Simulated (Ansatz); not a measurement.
# Al3Ni2: hydrostatic pressure series

Level of theory: DFT r2SCAN, scalar-relativistic, plane waves, PAW in Ansatz 0.2.0. Settings: 500 eV cutoff, 12×12×8 k-mesh, Gaussian smearing of 0.10 eV, no spin polarisation.

The relaxed crystal:

```
CELL_PARAMETERS angstrom
4.00672 0.00000 0.00000
-2.00336 3.46992 0.00000
0.00000 0.00000 4.86153
ATOMIC_POSITIONS crystal
Al 0.00000 0.00000 0.00000
Al 0.33333 0.66667 0.64844
Al 0.66667 0.33333 0.35156
Ni 0.33333 0.66667 0.14621
Ni 0.66667 0.33333 0.85379
```

Cell and atoms are relaxed at each pressure within the symmetry of the start, at zero temperature, so transitions that lower the symmetry aren't seen. The k-mesh given is that at zero pressure and may differ at others. a, b and c are the lengths of the cell vectors above. ΔH is E + PV over the energy at zero pressure.

```tsv
P (GPa)	V (Å³/atom)	V/V0	a (Å)	b (Å)	c (Å)	ΔH (eV/atom)
-3	?	?	?	?	?	?
0	13.52	1.000	4.007	4.007	4.862	0.000
3	13.25	0.980	3.979	3.979	4.831	0.251
8	12.86	0.952	3.939	3.939	4.787	0.658
15	12.40	0.918	3.890	3.890	4.733	1.210
30	?	?	?	?	?	?
60	10.57	0.782	3.681	3.681	4.502	4.404
```

(1) What stands in the row for -3 GPa?

(2) What stands in the row for 30 GPa?

Results:

(1) V 13.81 Å³/atom; V/V0 1.022; a 4.036 Å; b 4.036 Å; c 4.894 Å; ΔH -0.256 eV/atom.

(2) V 11.63 Å³/atom; V/V0 0.860; a 3.805 Å; b 3.805 Å; c 4.639 Å; ΔH 2.333 eV/atom.